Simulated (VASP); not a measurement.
The system is HgTe (Coloradoite).

```xyz
2
Lattice="0.0000 3.2145 3.2145 3.2145 0.0000 3.2145 3.2145 3.2145 0.0000" Properties=species:S:1:pos:R:3 pbc="T T T"
Hg    0.0000    0.0000    0.0000
Te    4.8217    4.8217    4.8217
```

* Program: VASP 6.6.1
* Task: relaxation of cell and atoms
* Functional: HF
* Potentials or basis: VASP PAW PBE potentials, release 64 (Hg, Te)
* Cutoff: 600 eV
* k mesh: 4 × 4 × 4
* Occupations: fermi-dirac, width 0.05 eV
* Spin: no spin polarisation

At the start: pressure 5.4 GPa; volume 33.22 Å³/atom.

Question: How do energy, volume and symmetry change on relaxing?

Answer: Over 3 steps the energy falls by 53.5 meV/atom and the volume is 36.72 Å³/atom (+10.6 %); space group F-43m (No. 216, to 0.05 Å).

Step by step:
| step | energy change (eV) | largest force (eV/Å) | pressure (GPa) | volume (Å³) |
| --- | --- | --- | --- | --- |
| 1 | 0.0000 | 0.0000 | 5.36 | 66.43 |
| 2 | -0.0777 | 0.0000 | -2.11 | 77.70 |
| 3 | -0.1071 | 0.0000 | 0.00 | 73.45 |

Final structure:
```
Hg Te
1.0
     0.00000    3.32392    3.32392
     3.32392    0.00000    3.32392
     3.32392    3.32392    0.00000
Hg Te
1 1
Direct
  0.00000 0.00000 0.00000
  0.75000 0.75000 0.75000
```

Caveat: the k mesh is coarse (spacing up to 0.42 Å⁻¹), so the values aren't converged, least of all with exact exchange; the PAW data sets were made with another functional, which shifts forces and pressure a little; the volume moved by +11 % from the deposited cell, more than functionals usually miss.
